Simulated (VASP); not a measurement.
# RbCl (Fm-3m) in VASP: further runs, part 2 of 2

VASP 6.6.1. Earlier steps stand in the parts before.

## (3) Relaxation of the atoms, PBE (a relaxed cell with its volume scaled by 0.94)

INCAR reads:

```
PREC = Accurate
ENCUT = 300
EDIFF = 1E-7
ISMEAR = 0
SIGMA = 0.03
LREAL = F
LASPH = T
NELM = 80
ALGO = Normal
ISIF = 2
LWAVE = F
LCHARG = F
GGA = PE
IBRION = 2
NSW = 40
EDIFFG = -0.01
```

KPOINTS reads:

```
regular mesh
0
Gamma
  4 4 4
```

POSCAR reads:

```
RbCl                                    
1.0
   -0.0000000000      3.2850867533      3.2850867533
    3.2850867533     -0.0000000000      3.2850867533
    3.2850867533      3.2850867533     -0.0000000000
  Rb              Cl            
     1     1
Direct
     0.0000000000000000    0.0000000000000000    0.0000000000000000
     0.5000000000000000    0.5000000000000000    0.5000000000000000
```

Potentials or basis: VASP PAW PBE potentials, release 64 (Rb_pv, Cl).

Launch:

```console
cat potpaw_PBE.64/Rb_pv/POTCAR potpaw_PBE.64/Cl/POTCAR > POTCAR
mpirun -np 1 vasp_std > vasp.out
```

OUTCAR:

```text
PREC = Accurate
   ENCUT = 300
   EDIFF = 1E-7
   ISMEAR = 0
   LREAL = F
   LASPH = T
   NELM = 80
   ISIF = 2
   GGA = PE
   IBRION = 2
   NSW = 40
   EDIFFG = -0.01

 ion  position               nearest neighbor table
   1  0.000  0.000  0.000-   2 3.29   2 3.29   2 3.29   2 3.29   2 3.29   2 3.29
   2  0.500  0.500  0.500-   1 3.29   1 3.29   1 3.29   1 3.29   1 3.29   1 3.29

  LATTYP: Found a face centered cubic cell.
 ALAT       =     6.5701735066

  Lattice vectors:

 A1 = (   0.0000000000,   3.2850867533,   3.2850867533)
 A2 = (   3.2850867533,   0.0000000000,   3.2850867533)
 A3 = (   3.2850867533,   3.2850867533,   0.0000000000)

Analysis of symmetry for initial positions (statically):
=====================================================================
 Subroutine PRICEL returns:
 Original cell was already a primitive cell.

 Routine SETGRP: Setting up the symmetry group for a
 face centered cubic supercell.

 Subroutine GETGRP returns: Found 48 space group operations
 (whereof 48 operations were pure point group operations)
 out of a pool of 48 trial point group operations.

The static configuration has the point symmetry O_h .

[... 160 lines left out ...]
      6      -3.2611      2.00000
      7      -3.2611      2.00000
      8       1.7353      0.00000
      9       4.7238      0.00000
     10       4.7238      0.00000
     11       4.7238      0.00000
[... 85 lines left out ...]
 k-point     8 :      -0.2500    0.5000    0.2500
  band No.  band energies     occupation
      1     -15.2574      2.00000
      2     -11.4172      2.00000
      3     -11.4172      2.00000
      4     -11.2220      2.00000
      5      -3.7118      2.00000
      6      -3.5056      2.00000
      7      -3.5056      2.00000
      8       4.4159      0.00000
      9       4.4159      0.00000
     10       6.1070      0.00000
     11       6.1162      0.00000

------------------------ aborting loop because EDIFF is reached ----------------------------------------

  FORCE on cell =-STRESS in cart. coord.  units (eV):
  Direction    XX          YY          ZZ          XY          YZ          ZX
  --------------------------------------------------------------------------------------
  -------------------------------------------------------------------------------------
  Total        0.4779603      0.4779603      0.4779603      0.0000000      0.0000000     -0.0000000
  in kB       10.8002025     10.8002025     10.8002025      0.0000000      0.0000000     -0.0000000
  external PRESSURE =      10.8002025 kB  Pullay stress =       0.0000000 kB

 VOLUME and BASIS-vectors are now :
 -----------------------------------------------------------------------------
  energy-cutoff  :      300.00
  volume of cell :       70.90
      direct lattice vectors                 reciprocal lattice vectors
     0.000000000  3.285086753  3.285086753    -0.152202982  0.152202982  0.152202982
     3.285086753  0.000000000  3.285086753     0.152202982 -0.152202982  0.152202982
     3.285086753  3.285086753  0.000000000     0.152202982  0.152202982 -0.152202982

 POSITION                                       TOTAL-FORCE (eV/Angst)
 -----------------------------------------------------------------------------------
      0.00000      0.00000      0.00000        -0.000000     -0.000000      0.000000
      3.28509      3.28509      3.28509         0.000000      0.000000     -0.000000
 -----------------------------------------------------------------------------------
    total drift:                                0.000000      0.000000      0.000000

  FREE ENERGIE OF THE ION-ELECTRON SYSTEM (eV)
  ---------------------------------------------------
  free  energy   TOTEN  =        -6.6166322292 eV

  energy  without entropy=       -6.6166322292  energy(sigma->0) =       -6.61663223

 reached required accuracy - stopping structural energy minimisation
```

Run time: 4 s. Hardware: 1 thread of Intel Xeon Platinum 8488C (Sapphire Rapids), shared host; peak memory 0.15 GiB.

Results:

- Free energy: -6.6166 eV
- Pressure after relaxing: 1.1 GPa
- Band gap on the k mesh: 5.00 eV, direct

Final structure:
```xyz
2
Lattice="0.0000 3.2851 3.2851 3.2851 0.0000 3.2851 3.2851 3.2851 0.0000" Properties=species:S:1:pos:R:3 pbc="T T T"
Rb    0.0000    0.0000    0.0000
Cl    3.2851    3.2851    3.2851
```

Levels at points of the mesh, in eV from the valence-band top:
| k point | band 4 | band 5 | band 6 | band 7 | band 8 | band 9 | band 10 | band 11 |
| --- | --- | --- | --- | --- | --- | --- | --- | --- |
| (0.00, 0.00, 0.00) | -7.97 | 0.00 | 0.00 | 0.00 | 5.00 | 7.98 | 7.98 | 7.98 |
| (0.50, 0.00, 0.00) | -7.95 | -0.88 | -0.34 | -0.34 | 7.77 | 7.98 | 10.17 | 10.17 |
| (0.50, 0.50, 0.00) | -8.08 | -0.33 | -0.10 | -0.10 | 6.19 | 8.07 | 9.76 | 10.09 |

Caveat: the cutoff is under 1.25 times the usual one of these potentials, so pressure, stress and relaxed cells hold a basis-set (Pulay) error; the relaxation stopped at its first step, so nothing moved.
